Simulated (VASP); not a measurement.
# GaAs (F-43m) in VASP: further runs, part 2 of 2

VASP 6.6.1.

## (4) Molecular dynamics, PBE+D2

This run uses another cell than the first one: it holds 16 atoms, not 2.

Contents of INCAR:

```
SYSTEM = GaAs
ALGO = Fast
EDIFF = 1E-5
ENCUT = 420
GGA = PE
IBRION = 0
ISIF = 2
ISMEAR = -1
ISYM = -1
IVDW = 1
LASPH = .True.
LCHARG = .False.
LREAL = Auto
LWAVE = .False.
MDALGO = 2
NELM = 60
NELMIN = 4
NSW = 40
POTIM = 3
PREC = Normal
RANDOM_SEED = 745141 0 0
SIGMA = 0.05
SMASS = 0
TEBEG = 700
TEEND = 700
```

Contents of KPOINTS:

```
k-points
0
Gamma
  1 1 1
  0 0 0
```

Contents of POSCAR:

```
GaAs
1.0
    0.0000000000      5.6537000000      5.6537000000
    5.6537000000      0.0000000000      5.6537000000
    5.6537000000      5.6537000000      0.0000000000
As Ga
8 8
Cartesian
    4.2402750000      4.2402750000      4.2402750000
    7.0671250000      7.0671250000      4.2402750000
    7.0671250000      4.2402750000      7.0671250000
    9.8939750000      7.0671250000      7.0671250000
    4.2402750000      7.0671250000      7.0671250000
    7.0671250000      9.8939750000      7.0671250000
    7.0671250000      7.0671250000      9.8939750000
    9.8939750000      9.8939750000      9.8939750000
    0.0000000000      0.0000000000      0.0000000000
    2.8268500000      2.8268500000      0.0000000000
    2.8268500000      0.0000000000      2.8268500000
    5.6537000000      2.8268500000      2.8268500000
    0.0000000000      2.8268500000      2.8268500000
    2.8268500000      5.6537000000      2.8268500000
    2.8268500000      2.8268500000      5.6537000000
    5.6537000000      5.6537000000      5.6537000000
```

Potentials or basis: VASP PAW PBE potentials, release 64 (As, Ga_d).

Started as:

```bash
$ cat potpaw_PBE.64/As/POTCAR potpaw_PBE.64/Ga_d/POTCAR > POTCAR
$ mpirun -np 1 vasp_std > vasp.out
```

OUTCAR:

```text
SYSTEM = GaAs
   EDIFF = 1E-5
   ENCUT = 420
   GGA = PE
   IBRION = 0
   ISIF = 2
   ISMEAR = -1
   ISYM = -1
   IVDW = 1
   LASPH = .True.
   LREAL = Auto
   NELM = 60
   NELMIN = 4
   NSW = 40
   POTIM = 3
   PREC = Normal
   TEBEG = 700
  IVDW =   1

 ion  position               nearest neighbor table
   1  0.375  0.375  0.375-  12 2.45  14 2.45  15 2.45  16 2.45
   2  0.375  0.375  0.875-  11 2.45  13 2.45  15 2.45  16 2.45
   3  0.375  0.875  0.375-  10 2.45  13 2.45  14 2.45  16 2.45
   4  0.375  0.875  0.875-   9 2.45  13 2.45  14 2.45  15 2.45
   5  0.875  0.375  0.375-  10 2.45  11 2.45  12 2.45  16 2.45
   6  0.875  0.375  0.875-   9 2.45  11 2.45  12 2.45  15 2.45
[... 8 lines left out ...]
  15  0.500  0.500  0.000-   1 2.45   2 2.45   4 2.45   6 2.45
  16  0.500  0.500  0.500-   1 2.45   2 2.45   3 2.45   5 2.45

IMPORTANT INFORMATION: All symmetrisations will be switched off!
NOSYMM: (Re-)initialisation of all symmetry stuff for point group C_1.

[... 480 lines left out ...]
 number of electron     144.0000094 magnetization

 Free energy of the ion-electron system (eV)
  ---------------------------------------------------
  ext. energy  EPLUGINS =         0.00000000
  ---------------------------------------------------
  free energy    TOTEN  =       -47.12642886 eV

  energy without entropy =      -46.99184303  energy(sigma->0) =      -47.05913594

 E-fermi :   4.4004     XC(G=0):  -9.6033

 val. band max:        4.3756231381   @ k =   0.0000   0.0000   0.0000
 cond. band min:       4.4257258676   @ k =   0.0000   0.0000   0.0000
 fundamental gap:      0.0501027295
 Fermi energy:         4.4003916062

 k-point     1 :       0.0000    0.0000    0.0000
  band No.  band energies     occupation
      1     -11.1700      2.00000
      2     -11.1424      2.00000
      3     -11.1115      2.00000
      4     -11.1068      2.00000
      5     -11.0820      2.00000
      6     -11.0780      2.00000
[... 76 lines left out ...]
     83       6.2217      0.00000
     84       7.6041      0.00000
 [bands above 84 left out]

------------------------ aborting loop because EDIFF is reached ----------------------------------------

  DFT-D2 method for vdW energy calculation

  Number of pair interactions contributing to vdW energy:  197441
[... 47 lines left out ...]
  ENERGY OF THE ELECTRON-ION-THERMOSTAT SYSTEM (eV)
  ---------------------------------------------------
% ion-electron   TOTEN  =       -52.509783  see above
  kinetic energy EKIN   =         1.127870
  kin. lattice  EKIN_LAT=         0.000000  (temperature  581.70 K)
  nose potential ES     =         0.473432
  nose kinetic   EPS    =         0.411504
  ---------------------------------------------------
  total energy   ETOTAL =       -50.496977 eV
```

OSZICAR:

```text
N       E                     dE             d eps       ncg     rms          rms(c)
DAV:   1     0.146787584563E+04    0.14679E+04   -0.54945E+04   178   0.210E+03
[... 260 lines left out ...]
     39 T=   593. E= -.50497025E+02 F= -.52390454E+02 E0= -.52322651E+02  EK= 0.11499E+01 SP= 0.30E+00 SK= 0.44E+00
       N       E                     dE             d eps       ncg     rms          rms(c)
DAV:   1    -0.471262881785E+02   -0.12175E+00   -0.43728E-03   296   0.121E+00    0.891E-03
RMM:   2    -0.471264017154E+02   -0.11354E-03   -0.10762E-03   210   0.111E-01    0.529E-03
RMM:   3    -0.471264248224E+02   -0.23107E-04   -0.23688E-04   208   0.507E-02    0.438E-03
RMM:   4    -0.471264288587E+02   -0.40363E-05   -0.44451E-05   127   0.240E-02
     40 T=   582. E= -.50496977E+02 F= -.52509783E+02 E0= -.52442490E+02  EK= 0.11279E+01 SP= 0.47E+00 SK= 0.41E+00
```

CONTCAR:

```text
GaAs
   1.00000000000000
     0.0000000000000000    5.6536999999999997    5.6536999999999997
     5.6536999999999997    0.0000000000000000    5.6536999999999997
     5.6536999999999997    5.6536999999999997    0.0000000000000000
  As              Ga
     8     8
Direct
     0.3737326817064495    0.3411246180770675    0.3214879879342178
     0.3861583381139714    0.4774104146936544    0.8141647495698878
     0.3841747499752121    0.8890174791785099    0.3503805418361041
     0.3779785349807711    0.9038398425821661    0.9074796066900896
     0.7921268587648096    0.3041071964505943    0.5161765124359691
     0.9235889052573415    0.3755612988378743    0.8306821725332382
[... 8 lines left out ...]
     0.5429008105113857    0.5154121308104685   -0.0225743285369610
     0.4778335223569836    0.5201946322095798    0.4531211441553882

 -0.37584592E-02 -0.45260661E-02 -0.82394596E-03
  0.12565551E-02 -0.32088440E-02  0.44616068E-02
 -0.16535927E-03 -0.73956081E-03 -0.14061428E-02
  0.81016961E-03  0.75405316E-04  0.46601030E-03
  0.78180856E-02  0.41076991E-02 -0.70835899E-02
 -0.15050060E-02 -0.61453831E-03 -0.76972930E-03
[... 8 lines left out ...]
 -0.14621307E-02  0.13331846E-02  0.34511059E-02
 -0.14193821E-02 -0.24744077E-02  0.15994470E-02

           1
   3.00000000000000
  0.23449311E+00  0.59006389E-01  0.61159482E-01  0.17441017E+00
  0.37331042E+00  0.34110967E+00  0.31950860E+00
  0.38615733E+00  0.47977887E+00  0.81246306E+00
  0.38364934E+00  0.88879675E+00  0.35051352E+00
  0.37790723E+00  0.90415842E+00  0.90759092E+00
  0.78926308E+00  0.30321224E+00  0.52121995E+00
  0.92362094E+00  0.37512083E+00  0.83032405E+00
[... 40 lines left out ...]
  0.00000000E+00  0.00000000E+00  0.00000000E+00
  0.00000000E+00  0.00000000E+00  0.00000000E+00
```

It took 11 min on 1 thread of Intel Xeon Platinum 8488C (Sapphire Rapids), shared host; peak memory 0.29 GiB.

These settings aren't checked as converged (typed here: ALGO = Fast; k = 1 × 1 × 1; ISYM = -1): the numbers below hold their error.

What came out:

* Dispersion energy per atom: -0.336 eV

Caveat: the k mesh is coarse (spacing up to 0.96 Å⁻¹), so the values aren't converged.

## (5) For comparison

An earlier run on the cell as given: functional PBEsol; potentials or basis VASP PAW PBE potentials, release 64 (As, Ga_d); cutoff 520 eV; k mesh 8 × 8 × 8; occupations fermi-dirac, width 0.05 eV; no spin polarisation.

* Pressure: 0.3 GPa
* Band gap on the k mesh: 0.46 eV, direct

## (6) Summary

```tsv
task	level	potentials or basis	cell	cutoff (eV)	smearing	ladder	gap on the mesh (eV)	pressure (GPa)
single point	PBE	VASP PAW PBE potentials, release 64 (As, Ga_d)	as given	520	gaussian 0.012 eV	-	0.52	3.5
relaxation of cell and atoms	RPBE+D4	VASP PAW PBE potentials, release 54 (As, Ga)	relaxed from: volume scaled by 0.96	580	fermi-dirac 0.05 eV	-	0.74	0.0
single point	PBEsol	VASP PAW PBE potentials, release 64 (As, Ga_d)	as given	520	fermi-dirac 0.05 eV	free	0.46	0.3
```

Alike in all rows: no spin polarisation; k mesh 8 × 8 × 8.

Caveats: the PAW data sets were made with another functional, which shifts forces and pressure a little (some runs).

Absolute energies hang on the potentials; compare differences alone.

## (7) How close it comes

Step 2. Measured gap of GaAs: 1.418 eV (direct; 300 K; “Evidence of valence band perturbations in GaAsN/GaAs(001): A combined variable-angle spectroscopic ellipsometry and modulated photoreflectance investigation”, 2008, arxiv:0805.2212). This calculation gives 0.52 eV (-0.90 eV). 3 values of this kind are on record (1.412 to 1.51 eV); this one was drawn at random among those near their median, those with a stated uncertainty first. Spin-orbit coupling on As, Ga is left out. The value is that of PBE on a finite k mesh, which can miss the band edges, without temperature or zero-point motion. Semilocal functionals fall short of measured gaps as a rule.
